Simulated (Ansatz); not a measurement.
## SrCl2 and the effect of the share of exact exchange

```
Sr Cl
1.0
     0.00000    3.48835    3.48835
     3.48835    0.00000    3.48835
     3.48835    3.48835    0.00000
Sr Cl
1 2
Direct
  0.00000 0.00000 0.00000
  0.75000 0.75000 0.75000
  0.25000 0.25000 0.25000
```

Kept alike: task single point; k mesh 4 × 4 × 4; occupations fermi-dirac, width 0.05 eV; no spin polarisation. Program: Ansatz, Ansatz PAW, cutoff 420 eV. The mesh is that of the run's cell of 3 atoms. No spin-orbit coupling.

| run | band gap (eV) | pressure (GPa) |
| --- | --- | --- |
| A | 6.106 | 0.69 |
| B | 5.343 | 0.99 |
| C | 6.623 | 0.49 |
| D | 5.850 | 0.79 |
| E | 7.944 | -0.02 |
| F | 7.147 | 0.29 |

Pressure is positive in compression, with a Pulay correction for the finite cutoff. The exact exchange is short-ranged, of HSE form. A gap read on the mesh alone can miss an edge between its points. All rows use potentials made for PBE. The mesh is thin for exact exchange.

Problem. The runs differ in the share of exact exchange alone: 0; 0.1; 0.15; 0.25; 0.35; 0.5. Which run is which?

Solution. Run A is 0.15; run B is 0; run C is 0.25; run D is 0.1; run E is 0.5; run F is 0.35. The band gap rises from 5.343 to 7.944 eV between 0 and 0.5. Exact exchange pulls filled levels down against empty ones, so the gap grows nearly in line with its share. The mean slope is +5.20 eV per unit of share. The pressure falls from 0.99 to -0.02 GPa between 0 and 0.5. Exact exchange shortens the bonds here, so the pressure at fixed cell falls.
